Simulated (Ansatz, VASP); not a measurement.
**Cross-check of Si between VASP and Ansatz**

One calculation is typed for both programs; each brings its own data sets. How far apart do they land? The structure shown is the start of the Ansatz relaxation below; VASP solves that cell, so the two are compared at the walk's first step.

Program: Ansatz 0.2.0. Level of theory: plane waves, with VASP 6.6.1 beside it; single point at revPBE. Results are calculated unless marked as measured.

**1. The starting structure**

The cell holds 2 atoms: 2 Si. Cell: a = 3.494 Å, b = 3.494 Å, c = 23.896 Å, α = 90.0°, β = 90.0°, γ = 60.0°. As first built, before any earlier steps moved the atoms (in the runner's words): all C replaced by Si in a single layer of C. Vacuum lies along c. The height across the vacuum is the one that the program set for its solve, not the one typed.

**2. Ansatz: relaxation, revPBE**

Ansatz runs on its default PAW (the set named soft_2) files.

The two programs are compared at the cell with which this relaxation starts, whose forces are those of its first step.

input.yaml

```yaml
crystal:
  lattice:
    - [3.4937500032, 0.0, 0.0]
    - [1.7468750016, 3.0256762572, 0.0]
    - [0.0, 0.0, 16.03395]
  atoms:
    - { symbol: Si, position: [0.0, 0.0, 0.49850251] }
    - { symbol: Si, position: [0.6666666667, 0.6666666667, 0.50149749] }
  periodic: [true, true, false]
kpoints:
  mp_grid: { grid: [7, 7, 1] }
scf:
  occupations: { method: fermi_dirac, width: 0.05 }
hamiltonian:
  xc: revpbe
output:
  forces: true
  stress: true
relax:
  f_tol: 0.02
  max_steps: 50
  cell: {}
```

Launch:

```console
$ ansatz run input.yaml --threads 1 --pin off --max-ram 4096MiB --backend cpu --events-out ev --progress --plain --runs-dir out
```

Numbers of over 12 decimals in the logs are rounded to 6 here.

The program printed:

```text
Warning: crystal.periodic: the lattice vector that does not repeat stood 0.000° off the slab's normal, 16.034 Å along it as the deck builds it. The run solves the slab on a vector along the normal, 23.896 Å long, with every atom where it was (on the deck's vector they left 15.99 Å outside them, and the widest stretch free of ions among them is 0.05 Å). A fractional position that the run reports is one of the run's ce [...]
crystal.periodic: the lattice vector that does not repeat stood 0.000° off the slab's normal, 16.034 Å along it as the deck builds it. The run solves the slab on a vector along the normal, 23.896 Å long, with every atom where it was (on the deck's vector they left 15.99 Å outside them, and the widest stretch free of ions among them is 0.05 Å). A fractional position that the run reports is one of the run's cell, which [...]
Engine: ansatz 0.2.0, aarch64-unknown-linux-gnu
Pseudopotentials: kind: paw
Pseudopotential: Si, paw, valence charge 4, recommended cutoff 420 eV (normal), Si.paw.azcp
Functional definition: revPBE
  parameter kappa = 1.245
  parameter beta = 0.066725
  exchange = pbe_x(kappa = kappa, mu = beta*pi^2/3)
  correlation = pbe_c(beta = beta)
Crystal: 2 atoms, lattice volume = 252.604 Å³
Basis set: ecut = 420 eV, 4921 PW (Γ), exchange–correlation on 48×48×320 points (8 copies of the dense FFT grid, shifted against one another)
Bands: 8, of which v1, the nominal top of the filled ones, is band 4 counted from 1 (3 counted from 0)
Symmetry: 12 space group operations
Space group: P-3m1 (ITA 164), of the structure as read, at distance tolerance 6.3e-5 Å
k-points: 8 of 49
Non-local potential: Si, projectors of the file, l = 0: 2, l = 1: 2, l = 2: 2
PAW form: soft (Blöchl's): semilocal exchange-correlation on the pseudo side does not see the compensation charge
PAW frozen core: Si, regenerated for the run's functional, and the local potential with it (the file was generated under x = pbe(κ = 0.804, μ = 0.219515), c = pbe(β = 0.066725))
PAW one-centre angular grid: Si, 110 points (default); XC on 64 Gauss nodes
Initial density: superposition of atomic densities (neutral atoms: chi_scale 0, normalization atom), corrected by the library's trained network
Initial wavefunctions: pseudopotential atomic-orbital guess
Functional: x = revpbe(κ = 1.245, μ = 0.219515), c = pbe(β = 0.066725)
SCF iter   1: F=—  HF=-1273.242851 eV  |F-HF|=—  |Δ(HF+E_count)|=         —  Δρ=9.64e-4  dr2=2.23e-3  ethr=1.77e-3  ⟨swp⟩=11.1  Hψ=881  notcnv=0
preconditioner: auto → none  [insulator: Δε(μ)=1.424 eV  Ē_g=9.487 eV  σ=0.050 eV  W_gap=1.00  n_scr=10 (ndim 8)  ℏωp=6.6 eV  f_vac=0.786  D(μ)=0.00/eV (n_scr^D=0)  ε∞_Penn≈1.5]
SCF iter   2: F=—  HF=-1273.248014 eV  |F-HF|=—  |Δ(HF+E_count)|=   5.16e-3  Δρ=5.09e-4  dr2=5.90e-4  ethr=2.78e-5  ⟨swp⟩=3.9  Hψ=240  notcnv=0
SCF iter   3: F=—  HF=-1273.249275 eV  |F-HF|=—  |Δ(HF+E_count)|=   1.26e-3  Δρ=8.84e-5  dr2=1.71e-5  ethr=7.38e-6  ⟨swp⟩=3.1  Hψ=139  notcnv=0
[...]
Initial wavefunctions: pseudopotential atomic-orbital guess (no wavefunctions were taken with the density)
iter 1 solved again at ethr=6.63e-7 eV; its pass at ethr=3.10e-3 eV (dr2=5.30e-5 eV) is discarded
SCF iter   1: F=—  HF=-1274.897294 eV  |F-HF|=—  |Δ(HF+E_count)|=         —  Δρ=1.07e-4  dr2=3.55e-6  ethr=6.63e-7  ⟨swp⟩=4.6  Hψ=1103  notcnv=0
preconditioner: auto → none  [insulator: Δε(μ)=1.212 eV  Ē_g=8.389 eV  σ=0.050 eV  W_gap=1.00  n_scr=10 (ndim 8)  ℏωp=5.9 eV  f_vac=0.762  D(μ)=0.00/eV (n_scr^D=0)  ε∞_Penn≈1.5]
SCF iter   2: F=—  HF=-1274.897374 eV  |F-HF|=—  |Δ(HF+E_count)|=   7.92e-5  Δρ=5.51e-5  dr2=9.18e-7  ethr=4.44e-8  ⟨swp⟩=2.6  Hψ=113  notcnv=0
SCF iter   3: F=—  HF=-1274.897394 eV  |F-HF|=—  |Δ(HF+E_count)|=   2.05e-5  Δρ=1.21e-6  dr2=2.32e-9  ethr=1.15e-8  ⟨swp⟩=2.4  Hψ=103  notcnv=0
SCF iter   4: F=—  HF=-1274.897394 eV  |F-HF|=—  |Δ(HF+E_count)|=   6.89e-9  Δρ=3.50e-7  dr2=1.02e-10  ethr=2.90e-11  ⟨swp⟩=3.0  Hψ=125  notcnv=0
SCF iter   5: F=-1274.897394 eV  HF=-1274.897394 eV  |F-HF|=8.73e-11  |Δ(HF+E_count)|=   2.50e-9  Δρ=3.24e-8  dr2=8.04e-13  ethr=1.00e-12  ⟨swp⟩=9.4  Hψ=352  notcnv=0
SCF 7 converged in 5 iterations: F = -1274.897394 eV  dr2 = 8.04e-13
relax step   7: F+E_penalty+E_count = -1274.89739405 eV  Δ(F+E_penalty+E_count) = -5.204e-3 eV  max|allowed force component| = 7.703e-3 eV/Å  Δτ_max = 0.0000 Å  P = +0.110 N/m  Ω = 311.799 Å³  fix = [c, alpha, beta]  reactions: c +0.000 N/m  stress off target by 1.10e-1 N/m on what of the cell is left free  SCF on the basis re-selected at this cell (its energy is not comparable with the rows above)  (5 SCF iters)
[...]
relax step   8: F+E_penalty+E_count = -1274.89731013 eV  Δ(F+E_penalty+E_count) = +8.392e-5 eV  max|allowed force component| = 8.034e-3 eV/Å  Δτ_max = 0.0046 Å  P = -0.103 N/m  Ω = 313.304 Å³  energy of the carried Pulay correction = -2.403e-5 eV  fix = [c, alpha, beta]  (4 SCF iters, dr2 threshold 3.00e-8 eV, rejected (line search))
[...]
relax step   9: F+E_penalty+E_count = -1274.89747947 eV  Δ(F+E_penalty+E_count) = -8.541e-5 eV  max|allowed force component| = 9.214e-5 eV/Å  Δτ_max = 0.0004 Å  P = +0.007 N/m  Ω = 312.401 Å³  energy of the carried Pulay correction = -9.465e-6 eV  fix = [c, alpha, beta]  reactions: c +0.000 N/m  (7 SCF iters, accepted)
[...]
relax step  10: F+E_penalty+E_count = -1274.89749114 eV  Δ(F+E_penalty+E_count) = -1.167e-5 eV  max|allowed force component| = 8.946e-5 eV/Å  Δτ_max = 0.0000 Å  P = +0.007 N/m  Ω = 312.401 Å³  fix = [c, alpha, beta]  reactions: c +0.000 N/m  stress off target by 6.96e-3 N/m on what of the cell is left free  SCF on the basis re-selected at this cell (its energy is not comparable with the rows above)  (4 SCF iters)
basis re-selected at this cell: Δ(F+E_penalty+E_count) = -1.167e-5 eV, ΔP = +0.000 N/m vs the last step (what re-selecting the basis moved, of the pressure what is left beyond the Pulay correction that the steps carried, after the strain that the cell walked since its last selection, with what the two solves' SCF thresholds leave and, on support functions, any second-order correction that the steps lacked; it is no m [...]
SCF converged after 4 iterations
Free energy (F): -1274.897491 eV
Harris-Foulkes:  -1274.897491 eV  (|F-HF|=2.48e-8)
Internal energy: -1274.897489 eV  (E = F + TS)
E sigma→0 (E₀):  -1274.897490 eV
Entropy (-TS):   -0.000003 eV (-0.001 meV/atom)
Fermi energy:    -4.555669 eV
--- Per-component energies (eV) ---
  E_band       = -75.644617
  E_kinetic    = 77.346918
  E_local      = -2366.714256  (includes V_loc(G=0)·N_el)
  E_nonlocal   = 51.261683
  E_hartree    = 1128.601860
  E_xc         = -108.563631
  E_vxc        = -90.499308  (∫ρ·V_xc dr)
  E_paw        = -1029.513279  (= ΣΔE_a)
  E_vpaw       = -4.243419  (= ΣTr[D̂ρ^β])
  E_aug_tail   = 0.000013  (compensation charges beyond the density's cutoff)
  E_ewald      = 972.721134
  E_core_change = -0.037931  (= ΣΔE_core)
  E_smearing   = -0.000003  (= −TS)
  E_closure    = 0.000000  (closes the sum)
  Σ components = -1274.897491   (vs F -1274.897491, Δ=0.00e0)
--- Forces (eV/Å), atoms counted from 1 ---
  atom   1  Si     0.00000000    -0.00000000    -0.00008946
  atom   2  Si    -0.00000000     0.00000000     0.00008946
  max |Σ_I F_I| component: 9.25e-18 eV/Å
--- 2D stress c σ (N/m, compression-positive) ---
        0.006963      -0.000000       0.000000
       -0.000000       0.006963      -0.000000
        0.000000      -0.000000       0.000000
  P = ½ c Tr σ = 0.0070 N/m
--- Relaxed structure (8 steps of the walk, 6 accepted, 2 SCFs on fresh bases) ---
  F+E_penalty+E_count = -1274.89749114 eV   max|allowed force component| = 8.946e-5 eV/Å   (the final SCF, on the basis selected at the relaxed cell)
  cell:  # Å, volume = 312.4005 Å³
    - [3.885327, 0.0, 0]
    - [1.942663, 3.364792, 0]
    - [0, 0, 23.896042719142]
  atoms:
    - { symbol: Si, position: [-3.353798720329532e-17, -1.0408340859092014e-17, 0.326095] }
    - { symbol: Si, position: [0.666667, 0.666667, 0.344892] }
```

The column dr2 measures how far the density is from self-consistency, as an energy; F and HF (Harris–Foulkes) agree once it is small.

**3. VASP: single point, revPBE, start cell**

The same cell, functional, mesh and smearing now go to VASP, with its own data sets.

Lines of VASP's logs that name or quote its potential files are left out, and so is its time.

INCAR

```
SYSTEM = Si
PREC = Accurate
ENCUT = 400
EDIFF = 1E-06
NELM = 120
ISMEAR = -1
SIGMA = 0.05
LREAL = .FALSE.
ALGO = Normal
GGA = RE
NBANDS = 10
LORBIT = 11
LWAVE = .FALSE.
LCHARG = .FALSE.
ISIF = 2
LDIPOL = .TRUE.
IDIPOL = 3
DIPOL = 0.5 0.5 0.335
LVHAR = .TRUE.
LASPH = .TRUE.
GGA_COMPAT = .FALSE.
EFERMI = MIDGAP
NELMDL = -8
```

POSCAR

```
Si
1.0
    3.4937500000      0.0000000000      0.0000000000
    1.7468750000      3.0256760000      0.0000000000
    0.0000000000      0.0000000000     23.8960430000
Si
2
Direct
    0.0000000000      0.0000000000      0.3344890198
    0.6666665565      0.6666668870      0.3364986412
```

KPOINTS

```
Automatic mesh
0
Gamma
7 7 1
0 0 0
```

The projector-augmented-wave data sets are Si (PBE family, release 64).

Launch:

```console
$ mpirun -np 1 vasp_std
```

The program printed:

```text
[banner, memory and clock lines left out]
running    1 mpi-ranks, on    1 nodes
 distrk:  each k-point on    1 cores,    1 groups
 distr:  one band on    1 cores,    1 groups

 POSCAR found type information on POSCAR Si
 POSCAR found :  1 types and       2 ions
|                                                                             |
|               ----> ADVICE to this user running VASP <----                  |
|                                                                             |
|     You enforced a specific xc type in the INCAR file but a different       |
|     [... a line on the potential file left out ...]
|     I HOPE YOU KNOW WHAT YOU ARE DOING!                                     |
|                                                                             |

 LDA part: xc-table for (Slater+PW92), standard interpolation
 POSCAR, INCAR and KPOINTS ok, starting setup
 FFT: planning ... GRIDC
 FFT: planning ... GRID_SOFT
 FFT: planning ... GRID
 WAVECAR not read
 entering main loop
       N       E                     dE             d eps       ncg     rms          rms(c)
DAV:   1     0.404864709713E+02    0.40486E+02   -0.20820E+03   160   0.400E+02
DAV:   2    -0.562519988045E+01   -0.46112E+02   -0.42187E+02   250   0.846E+01
DAV:   3    -0.836089639447E+01   -0.27357E+01   -0.27340E+01   200   0.243E+01
DAV:   4    -0.840034783043E+01   -0.39451E-01   -0.39434E-01   252   0.420E+00
DAV:   5    -0.840094744088E+01   -0.59961E-03   -0.59959E-03   244   0.450E-01
DAV:   6    -0.840095162156E+01   -0.41807E-05   -0.41809E-05   258   0.337E-02
DAV:   7    -0.840095172313E+01   -0.10156E-06   -0.10146E-06   270   0.455E-03
DAV:   8    -0.840095172503E+01   -0.19082E-08   -0.19434E-08   234   0.505E-04    0.794E+00
DAV:   9    -0.788880660874E+01    0.51215E+00   -0.35477E-01   176   0.273E+00    0.496E+00
DAV:  10    -0.763228619788E+01    0.25652E+00   -0.87290E-01   182   0.436E+00    0.566E-01
DAV:  11    -0.762998467953E+01    0.23015E-02   -0.65886E-02   176   0.132E+00    0.223E-01
DAV:  12    -0.762945049612E+01    0.53418E-03   -0.19684E-03   224   0.266E-01    0.208E-01
DAV:  13    -0.762922405112E+01    0.22645E-03   -0.11033E-03   170   0.141E-01    0.291E-01
DAV:  14    -0.762430898583E+01    0.49151E-02   -0.58705E-03   202   0.291E-01    0.302E-01
[...]
DAV:  19    -0.762573398944E+01   -0.28582E-03   -0.45330E-05   182   0.475E-02    0.107E-01
DAV:  20    -0.762598582415E+01   -0.25183E-03   -0.14735E-05   172   0.149E-02    0.110E-01
DAV:  21    -0.762626095241E+01   -0.27513E-03   -0.30118E-05   182   0.201E-02    0.135E-02
DAV:  22    -0.762629732540E+01   -0.36373E-04   -0.13034E-06   216   0.481E-03    0.491E-03
DAV:  23    -0.762634206263E+01   -0.44737E-04   -0.38498E-06   176   0.533E-03    0.474E-03
DAV:  24    -0.762634631312E+01   -0.42505E-05   -0.11995E-07   210   0.104E-03    0.149E-03
DAV:  25    -0.762635018830E+01   -0.38752E-05   -0.11363E-07   184   0.104E-03    0.667E-04
DAV:  26    -0.762635077706E+01   -0.58876E-06   -0.53183E-09   216   0.223E-04
   1 F= -.76263508E+01 E0= -.76263506E+01  d E =-.255255E-06
```

OUTCAR, selected parts (step 3):

```text
ion  position               nearest neighbor table
   1  0.000  0.000  0.334-   2 2.02   2 2.02   2 2.02
   2  0.667  0.667  0.336-   1 2.02   1 2.02   1 2.02

  LATTYP: Found a hexagonal cell.
 ALAT       =     3.4937497796
 C/A-ratio  =     6.8396549574

 Subroutine GETGRP returns: Found 12 space group operations
 (whereof  6 operations were pure point group operations)

The static configuration has the point symmetry C_3v.
 The point group associated with its full space group is D_3d.

 Found      8 irreducible k-points:

   k-points           NKPTS =      8   k-points in BZ     NKDIM =      8   number of bands    NBANDS=     10

   dimension x,y,z NGX =    24 NGY =   24 NGZ =  160
   dimension x,y,z NGXF=    48 NGYF=   48 NGZF=  320

   ENCUT  =  400.0 eV  29.40 Ry    5.42 a.u.   5.70  5.70 38.97*2*pi/ulx,y,z

   NELECT =       8.0000    total number of electrons

 k-points in reciprocal lattice and weights: Automatic mesh
   0.00000000  0.00000000  0.00000000       0.020
   0.14285714  0.00000000  0.00000000       0.122
   0.28571429 -0.00000000  0.00000000       0.122
   0.42857143 -0.00000000  0.00000000       0.122
   0.28571429  0.14285714  0.00000000       0.122
   0.42857143  0.14285714  0.00000000       0.245
  -0.42857143  0.14285714  0.00000000       0.122
  -0.42857143  0.28571429  0.00000000       0.122

 dipolmoment           0.000000      0.000000      0.000002 electrons x Angstroem

 average (electrostatic) potential at core
       1 -91.8696       2 -91.8696

 E-fermi :  -2.8311

 k-point     1 :       0.0000    0.0000    0.0000
  band No.  band energies     occupation
      1     -15.4483      2.00000
      2      -6.7568      2.00000
      3      -4.0299      2.00000
      4      -4.0299      2.00000
      5      -0.0133      0.00000
      6       0.3485      0.00000
      7       0.3485      0.00000
      8       1.3106      0.00000
      9       1.6312      0.00000
    ...

 k-point     2 :       0.1429    0.0000    0.0000
  band No.  band energies     occupation
      1     -15.1472      2.00000
      2      -6.4669      2.00000
      3      -5.5060      2.00000
      4      -4.5322      2.00000
      5      -0.0595      0.00000
      6       0.3345      0.00000
      7       1.4148      0.00000
      8       1.6405      0.00000
      9       1.9664      0.00000
    ...

 k-point     3 :       0.2857   -0.0000    0.0000
  band No.  band energies     occupation
      1     -14.2620      2.00000
      2      -8.0578      2.00000
      3      -5.6134      2.00000
      4      -5.2990      2.00000
      5      -0.8874      0.00000
      6       0.6950      0.00000
      7       1.3042      0.00000
      8       2.6370      0.00000
      9       2.9705      0.00000
    ...

  Total       15.5680513     15.5680487      0.0076571      0.0000000      0.0000000     -0.0000000
  in kB       98.7426096     98.7425930      0.0485663      0.0000000      0.0000000     -0.0000000
  external PRESSURE =      65.8445896 kB  Pullay stress =       0.0000000 kB

  energy-cutoff  :      400.00
  volume of cell :      252.60
      direct lattice vectors                 reciprocal lattice vectors
     3.493750000  0.000000000  0.000000000     0.286225403 -0.165252327  0.000000000
     1.746875000  3.025676000  0.000000000     0.000000000  0.330504654  0.000000000
     0.000000000  0.000000000 23.896043000     0.000000000  0.000000000  0.041847933

 POSITION                                       TOTAL-FORCE (eV/Angst)
 -----------------------------------------------------------------------------------
      0.00000      0.00000      7.99296        -0.000000     -0.000000     -0.277388
      3.49375      2.01712      8.04099         0.000000      0.000000      0.277388
 -----------------------------------------------------------------------------------
    total drift:                                0.000000      0.000002      0.000012

  FREE ENERGIE OF THE ION-ELECTRON SYSTEM (eV)
  ---------------------------------------------------
  free  energy   TOTEN  =        -7.6263507771 eV

  energy  without entropy=       -7.6263505218  energy(sigma->0) =       -7.62635065

 vacuum level on the upper side and lower side of the slab         1.606         1.606

 total charge
# of ion       s       p       d       tot
------------------------------------------
    1        0.800   1.188   0.000   1.988
    2        0.800   1.188   0.000   1.988
--------------------------------------------------
tot          1.601   2.376   0.000   3.977

[... 3 further parts left out ...]
```

**4. Side by side**

Known differences besides the potentials themselves: Ansatz cuts the interaction across the vacuum, VASP repeats the sheet with a dipole correction; the cutoff is 420 eV in Ansatz and 400 eV in VASP; Ansatz makes its cores anew for this functional, VASP keeps those of its PBE data sets. Total energies have different zeros and are not compared.

Forces (eV/Å; atoms numbered as in POSCAR):

```
atom        Ansatz x, y, z          VASP x, y, z
 Si1  0.000, 0.000, -0.279  0.000, 0.000, -0.277
 Si2   0.000, 0.000, 0.279   0.000, 0.000, 0.277
```

The forces differ by 1.0 meV/Å r.m.s., which is 0.6 % of the r.m.s. force of 0.160 eV/Å (both taken over all components). With vacuum in the cell, a pressure given here is an average over mostly empty space and none of the material.

**5. Outcome**

* r.m.s. force difference (single point, revPBE, start cell): 1 meV/Å

What this shows: The r.m.s. force difference is 1 meV/Å (single point, revPBE, start cell), within the 12 meV/Å picked in this series as the mark of a large difference. 1 further run of this series is not shown here. Such differences can come from data sets, numerical settings and the points named under the comparisons, not from the functional's error against experiment.

[Lines on the potential files, build, host, timing and source positions are cut from VASP's logs without a mark.]

[Logs are printed without paths, hosts, clocks, repeated set-up lines and the standing remarks that a program may print on its own settings, such as how far it seeks lower states.]

[Hosts, paths, dates, database ids (printed as entryN), source tags and the programs' standing remarks are cut or masked in the printed files.]
